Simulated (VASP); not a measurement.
A run of VASP 6.6.1 is set up as follows.

Contents of INCAR:

```
SYSTEM = Pt
PREC = Accurate ; ENCUT = 520
EDIFF = 1E-6 ; ISMEAR = 0
SIGMA = 0.1 ; LREAL = .FALSE.
LASPH = .TRUE. ; NELM = 100
ALGO = Normal ; ISIF = 2
LWAVE = .FALSE. ; LCHARG = .TRUE.
GGA = PE ; IVDW = 12
LELF = .TRUE. ; LVHAR = .TRUE.
NBANDS = 17
```

File KPOINTS:

```
regular mesh
0
G
  9 9 4
  0 0 0
```

File POSCAR:

```
Pt
1.0
    2.7298879114      0.0000000000      0.0000000000
   -1.3649439557      2.3641522807      0.0000000000
    0.0000000000      0.0000000000      4.7284955508
Pt
2
Direct
    0.6666666667      0.3333333333      0.7500000000
    0.3333333333      0.6666666667      0.2500000000
```

Potentials or basis: VASP PAW PBE potentials, release 64 (Pt).

Command:

```sh
$ cat potpaw_PBE.64/Pt/POTCAR > POTCAR
$ mpirun -np 1 vasp_std > vasp.out
```

Problem. What does it give for the dispersion energy per atom?

Solution. -0.770 eV.

Problem. Estimate the band gap on the k mesh.

Solution. None (metal or under the smearing width).

Problem. Predict the pressure.

Solution. -0.4 GPa.

Caveat: pairwise dispersion overbinds metals, which lowers pressure and volume. The run has no spin-orbit coupling, so splittings on Pt are missing.
